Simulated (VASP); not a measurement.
# CdS (Fm-3m) in VASP: notebook

The runs below take CdS through single point, relaxation of the atoms, with r2SCANh, PBEsol, B3LYP+TS.

Program: VASP 6.6.1. These are calculated values, not measurements. Logs are shortened: lines on timing, memory, paths and dates and some standing lists are left out, and cuts for length are marked.

## 1. The structure

It takes space group Fm-3m (No. 225, cubic). The conventional cell has a = 5.506 Å, b = 5.506 Å, c = 5.506 Å, α = 90.00°, β = 90.00°, γ = 90.00°. Cd (site symmetry m-3m) is surrounded by 6 S at 2.75 Å. S (site symmetry m-3m) has 6 Cd at 2.75 Å as nearest neighbours.

Measurements of this composition are mostly on another form, of space group No. 186.

## 2. Single point, r2SCANh

File run.py:

```python
from ase import Atoms
from ase.calculators.vasp import Vasp
from ase.dft.bandgap import bandgap

atoms = Atoms(
    ['Cd', 'S'],
    cell=[[0.0, 2.753244, 2.753244], [2.753244, 0.0, 2.753244], [2.753244, 2.753244, 0.0]],
    scaled_positions=[[0.0, 0.0, 0.0], [0.5, 0.5, 0.5]],
    pbc=True,
)
calc = Vasp(
    directory='calc',
    pp='PBE',
    setups='recommended',
    prec='Accurate',
    encut=520,
    ediff=1e-07,
    ismear=-1,
    sigma=0.1,
    lreal=False,
    lasph=True,
    nelm=80,
    algo='Normal',
    isif=2,
    lwave=False,
    lcharg=False,
    metagga='R2SCAN',
    lhfcalc=True,
    aexx=0.1,
    lmixtau=True,
    precfock='Fast',
    kpts=[4, 4, 4],
    gamma=True,
)
atoms.calc = calc

print('energy (eV):', atoms.get_potential_energy())
print('free energy (eV):', atoms.get_potential_energy(force_consistent=True))
print('forces (eV/A):')
print(atoms.get_forces())
print('stress (eV/A^3, Voigt):', atoms.get_stress())
print('Fermi level (eV):', calc.get_fermi_level())
gap, top, bottom = bandgap(calc)
print('band gap (eV):', gap, 'from (spin, k, band)', top, 'to', bottom)
```

Potentials or basis: VASP PAW PBE potentials, release 64 (Cd, S).

Launch:

```console
$ python run.py
```

The program printed:

```text
energy (eV): -27.9426376
free energy (eV): -27.9428331
forces (eV/A):
[[ 0. -0. -0.]
 [-0.  0.  0.]]
stress (eV/A^3, Voigt): [ 0.01203451  0.01203451  0.01203451  0.         -0.          0.        ]
Fermi level (eV): 2.85555957
band gap (eV): 1.3207 from (spin, k, band) (0, np.int64(2), np.int64(8)) to (0, np.int64(6), np.int64(9))
```

OUTCAR:

```text
AEXX = 0.100000
   ENCUT = 520.000000
   EDIFF = 1.00e-07
   METAGGA = R2SCAN
   PREC = Accurate
   PRECFOCK = Fast
   ISIF = 2
   ISMEAR = -1
   NELM = 80
   LASPH = .TRUE.
   LHFCALC = .TRUE.
   LREAL = .FALSE.

 ion  position               nearest neighbor table
   1  0.000  0.000  0.000-   2 2.75   2 2.75   2 2.75   2 2.75   2 2.75   2 2.75
   2  0.500  0.500  0.500-   1 2.75   1 2.75   1 2.75   1 2.75   1 2.75   1 2.75

  LATTYP: Found a face centered cubic cell.
 ALAT       =     5.5064880000

  Lattice vectors:

 A1 = (   0.0000000000,   2.7532440000,   2.7532440000)
 A2 = (   2.7532440000,   0.0000000000,   2.7532440000)
 A3 = (   2.7532440000,   2.7532440000,   0.0000000000)

Analysis of symmetry for initial positions (statically):
=====================================================================
 Subroutine PRICEL returns:
 Original cell was already a primitive cell.

 Routine SETGRP: Setting up the symmetry group for a
 face centered cubic supercell.

 Subroutine GETGRP returns: Found 48 space group operations
 (whereof 48 operations were pure point group operations)
 out of a pool of 48 trial point group operations.

The static configuration has the point symmetry O_h .

Analysis of symmetry for dynamics (positions and initial velocities):
=====================================================================
 Subroutine PRICEL returns:
 Original cell was already a primitive cell.

 Routine SETGRP: Setting up the symmetry group for a
 face centered cubic supercell.

 Subroutine GETGRP returns: Found 48 space group operations
 (whereof 48 operations were pure point group operations)
 out of a pool of 48 trial point group operations.

The dynamic configuration has the point symmetry O_h .

 Subroutine INISYM returns: Found 48 space group operations
 (whereof 48 operations are pure point group operations),
 and found     1 'primitive' translations

----------------------------------------------------------------------------------------

                                     Primitive cell

  volume of cell :      41.7411

  direct lattice vectors                    reciprocal lattice vectors
     0.000000000  2.753244000  2.753244000    -0.181603955  0.181603955  0.181603955
     2.753244000  0.000000000  2.753244000     0.181603955 -0.181603955  0.181603955
     2.753244000  2.753244000  0.000000000     0.181603955  0.181603955 -0.181603955

  length of vectors
     3.893675005  3.893675005  3.893675005     0.314547277  0.314547277  0.314547277

  position of ions in fractional coordinates (direct lattice)
     0.000000000  0.000000000  0.000000000
     0.500000000  0.500000000  0.500000000

  ion indices of the primitive-cell ions
   primitive index   ion index
                 1           1
                 2           2

----------------------------------------------------------------------------------------

 KPOINTS: KPOINTS created by Atomic Simulation Env

[... 34 lines left out ...]
   total plane-waves  NPLWV =  27000
   dimension x,y,z NGX =    30 NGY =   30 NGZ =   30
   dimension x,y,z NGXF=    60 NGYF=   60 NGZF=   60
   ions per type =               1   1
   NGX,Y,Z   is equivalent  to a cutoff of  12.81, 12.81, 12.81 a.u.
   NGXF,Y,Z  is equivalent  to a cutoff of  25.62, 25.62, 25.62 a.u.
 SYSTEM =  unknown system
   PREC   = accura    normal or accurate (medium, high low for compatibility)
   ISTART =      0    job   : 0-new  1-cont  2-samecut
   ICHARG =      2    charge: 1-file 2-atom 10-const
   ISPIN  =      1    spin polarized calculation?
   LNONCOLLINEAR =      F non collinear calculations
   LSORBIT =      F    spin-orbit coupling
   LASPH  =      T    aspherical Exc in radial PAW
   ENCUT  =  520.0 eV  38.22 Ry    6.18 a.u.   7.24  7.24  7.24*2*pi/ulx,y,z
   NELM   =     80;   NELMIN=  2; NELMDL= -5     # of ELM steps
   EDIFF  = 0.1E-06   stopping-criterion for ELM
   LREAL  =      F    real-space projection
   EDIFFG = 0.1E-05   stopping-criterion for IOM
   NSW    =      0    number of steps for IOM
   IBRION =     -1    ionic relax: 0-MD 1-quasi-New 2-CG
   NFREE  =      0    steps in history (QN), initial steepest desc. (CG)
   ISIF   =      2    stress and relaxation
   ISYM   =      3    0-nonsym 1-usesym 2-fastsym
   POTIM  = 0.5000    time-step for ionic-motion
   TEBEG  =    0.0;   TEEND  =   0.0 temperature during run
   PSTRESS=    0.0 pullay stress
   NELECT =      18.0000    total number of electrons
   NUPDOWN=      -1.0000    fix difference up-down
   EMIN   =  10.00;   EMAX   =-10.00  energy-range for DOS
   EFERMI =   0.00;   METHOD = LEGACY
   ISMEAR =    -1;   SIGMA  =   0.10  broadening in eV -4-tet -1-fermi 0-gaus
   EFERMI_NEDOS =   21; number of points for ismear=-14 and -15
   IALGO  =     38    algorithm
   IMIX   =      1    mixing-type and parameters
     AMIX     =   0.40;   BMIX     =  1.00
     AMIX_MAG =   1.60;   BMIX_MAG =  1.00
  volume/ion in A,a.u.               =      20.87       140.84
  Fermi-wavevector in a.u.,A,eV,Ry     =   1.236833  2.337275 20.813583  1.529755
  Thomas-Fermi vector in A             =   2.371425
   LORBIT       =      0    0 simple, 1 ext, 2 COOP (PROOUT), +10 PAW based schemes
   METAGGA = R2SCAN    functional components
   LHFCALC =     T    Hartree Fock is set to
   PRECFOCK=fast      Normal, Fast or Accurate (Low or Medium for compatibility)
   ENCUT4O =  -1.0   cutoff for four orbital integrals eV
   NKREDX  =     1    reduce k-point grid by
   NKREDY  =     1    reduce k-point grid by
   NKREDZ  =     1    reduce k-point grid by
   AEXX    =    0.1000 exact exchange contribution
   HFSCREEN=    0.0000 screening length (either q_TF or 0.3 A-1)
   HFSCREENC=   0.0000 screening length for correlation (either q_TF or 0.3 A-1)
   ENCUTFOCK=  -1.0 apply spherical cutoff to Coloumb kernel
   IVDW    =     0    specifies the selected vdW correction
   LEPSILON=     F    determine dielectric tensor
   LRPA    =     F    only Hartree local field effects (RPA)
 non-spin polarized calculation
  energy-cutoff  :      520.00
  volume of cell :       41.74
 maximum number of plane-waves:      1158
 NGX is ok and might be reduce to    30
  NGX = 16; NGY = 16; NGZ = 16

 number of electron      18.0000005 magnetization

 Free energy of the ion-electron system (eV)
  ---------------------------------------------------
  ext. energy  EPLUGINS =         0.00000000
  ---------------------------------------------------
  free energy    TOTEN  =       -27.94283310 eV

  energy without entropy =      -27.94244211  energy(sigma->0) =      -27.94263760

 E-fermi :   2.8556     XC(G=0):  -9.8845

 val. band max:        2.1276913998   @ k =   0.5000   0.0000   0.0000
 cond. band min:       3.4484232689   @ k =   0.5000   0.5000   0.0000
 fundamental gap:      1.3207318691
 Fermi energy:         2.8555595682

 k-point     1 :       0.0000    0.0000    0.0000
  band No.  band energies     occupation
      1     -11.4356      2.00000
      2      -6.2015      2.00000
      3      -6.2015      2.00000
      4      -6.1940      2.00000
      5      -6.1939      2.00000
      6      -6.1939      2.00000
      7       1.4311      2.00000
      8       1.4311      2.00000
      9       1.4311      2.00000
     10       4.1708      0.00000
     11      12.5201      0.00000
     12      12.5201      0.00000
     13      12.5201      0.00000
[... 98 lines left out ...]
  band No.  band energies     occupation
      1     -10.3963      2.00000
      2      -6.3355      2.00000
      3      -6.1847      2.00000
      4      -6.1847      2.00000
      5      -5.9462      2.00000
      6      -5.4221      2.00000
      7      -1.1195      2.00000
      8      -1.1195      2.00000
      9      -0.6243      2.00000
     10       6.5636      0.00000
     11      10.1616      0.00000
     12      10.9991      0.00000
     13      10.9991      0.00000

------------------------ aborting loop because EDIFF is reached ----------------------------------------

  FORCE on cell =-STRESS in cart. coord.  units (eV):
  Direction    XX          YY          ZZ          XY          YZ          ZX
  --------------------------------------------------------------------------------------
  -------------------------------------------------------------------------------------
  Total       -0.5023339     -0.5023339     -0.5023339     -0.0000000     -0.0000000      0.0000000
  in kB      -19.2814161    -19.2814161    -19.2814161     -0.0000000     -0.0000000      0.0000000
  external PRESSURE =     -19.2814161 kB  Pullay stress =       0.0000000 kB

 VOLUME and BASIS-vectors are now :
 -----------------------------------------------------------------------------
  energy-cutoff  :      520.00
  volume of cell :       41.74
      direct lattice vectors                 reciprocal lattice vectors
     0.000000000  2.753244000  2.753244000    -0.181603955  0.181603955  0.181603955
     2.753244000  0.000000000  2.753244000     0.181603955 -0.181603955  0.181603955
     2.753244000  2.753244000  0.000000000     0.181603955  0.181603955 -0.181603955

 POSITION                                       TOTAL-FORCE (eV/Angst)
 -----------------------------------------------------------------------------------
      0.00000      0.00000      0.00000         0.000000     -0.000000     -0.000000
      2.75324      2.75324      2.75324        -0.000000      0.000000      0.000000
 -----------------------------------------------------------------------------------
    total drift:                                0.000000      0.000000     -0.000000

  FREE ENERGIE OF THE ION-ELECTRON SYSTEM (eV)
  ---------------------------------------------------
  free  energy   TOTEN  =       -27.9428330968 eV

  energy  without entropy=      -27.9424421119  energy(sigma->0) =      -27.94263760
```

INCAR:

```text
AEXX = 0.100000
ENCUT = 520.000000
SIGMA = 0.100000
EDIFF = 1.00e-07
ALGO = Normal
METAGGA = R2SCAN
PREC = Accurate
PRECFOCK = Fast
ISIF = 2
ISMEAR = -1
NELM = 80
LASPH = .TRUE.
LCHARG = .FALSE.
LHFCALC = .TRUE.
LWAVE = .FALSE.
LMIXTAU = .TRUE.
LREAL = .FALSE.
```

Wall time 3 min (1 thread of Intel Xeon Platinum 8259CL at 2.50GHz (Skylake/Cascade Lake), shared host); peak memory 0.17 GiB.

Results:

```
Free energy            : -27.9428 eV
Pressure               : -1.9 GPa
Band gap on the k mesh : 1.32 eV, indirect (least direct gap 2.74 eV)
```

Levels at points of the mesh, in eV from the valence-band top:
| k point | band 5 | band 6 | band 7 | band 8 | band 9 | band 10 | band 11 | band 12 | band 13 |
| --- | --- | --- | --- | --- | --- | --- | --- | --- | --- |
| (0.00, 0.00, 0.00) | -8.32 | -8.32 | -0.70 | -0.70 | -0.70 | 2.04 | 10.39 | 10.39 | 10.39 |
| (0.50, 0.00, 0.00) | -8.13 | -8.13 | -4.96 | 0.00 | 0.00 | 4.65 | 7.13 | 7.13 | 8.17 |
| (0.50, 0.50, 0.00) | -8.07 | -7.36 | -4.30 | -2.13 | -2.13 | 1.32 | 7.04 | 11.33 | 12.83 |

Caveat: the k mesh is coarse (spacing up to 0.49 Å⁻¹), so the values aren't converged, least of all with exact exchange; the PAW data sets were made with another functional, which shifts forces and pressure a little. A k mesh can miss the band edges.

(Continued in part 2 of 2.)
